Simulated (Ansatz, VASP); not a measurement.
**Bi2Se3 (Paraguanajuatite): VASP beside Ansatz**

```xyz
5
Lattice="2.0948 1.2094 10.4723 -2.0948 1.2094 10.4723 0.0000 -2.4189 10.4723" Properties=species:S:1:pos:R:3 pbc="T T T"
Bi    0.0000    0.0000   12.4233
Bi    0.0000    0.0000   18.9935
Se    0.0000    0.0000    0.0000
Se    0.0000    0.0000    6.9591
Se    0.0000    0.0000   24.4577
```

Alike in both runs: functional PBE; k mesh 9 × 9 × 9; no spin polarisation.

Ansatz relaxed the structure, and its values are those at the end. VASP's run is a single point on that final structure, the one shown.

|  | VASP | Ansatz |
| --- | --- | --- |
| version | VASP 6.6.1 | Ansatz 0.2.0 |
| potentials or method | VASP PAW PBE potentials, release 64 (Bi_d, Se) | scalar-relativistic, plane waves, PAW |
| plane-wave cutoff (eV) | 520 | 420 |
| occupations | gaussian, width 0.01 eV | fixed |
| valence electrons in the cell | 48 | 78 |

|  | VASP | Ansatz | Ansatz less VASP |
| --- | --- | --- | --- |
| gap on the k mesh at the Fermi level (eV) | 0.71 | 0.71 | +0.002 |
| least direct gap on the mesh (eV) | 0.73 | 0.73 | 0.000 |
| pressure (GPa) | 0.0 | 0.0 | -0.01 |
| rms of the force components (eV/Å) | 0.005 | 0.000 | -0.0048 |

The two sets of potentials don't hold the same shells in valence.

Caveats: spin-orbit coupling is left out, which as a rule narrows the gap of such compounds by several tenths of an eV; an odd mesh through Γ misses points on the zone boundary, where band edges often lie.
